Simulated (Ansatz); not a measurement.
Te:

```
Te
1.0
     2.30590    1.33131    1.69095
    -2.30590    1.33131    1.69095
     0.00000   -2.66263    1.69095
Te
1
Direct
  0.50000 0.50000 0.50000
```

This isn't the form of Te at room conditions, which is trigonal, of chains.

Base run:

```yaml
Program: Ansatz 0.2.0
Functional: PBEsol
Potentials_or_basis: all-electron LAPW, scalar-relativistic
Cutoff: 179 eV (chosen from the basis error)
Basis_error_allowed: 0.001 eV/atom
k_mesh: 9 × 9 × 9
Occupations: fermi-dirac, width 0.05 eV
Spin: no spin polarisation
```

Its results: pressure -0.1 GPa.

The run is repeated on the same cell with these changes: functional from PBEsol to LDA. What comes out?

Pressure -1.1 GPa.

LDA binds more tightly than PBEsol, so the same cell stands under less pressure.
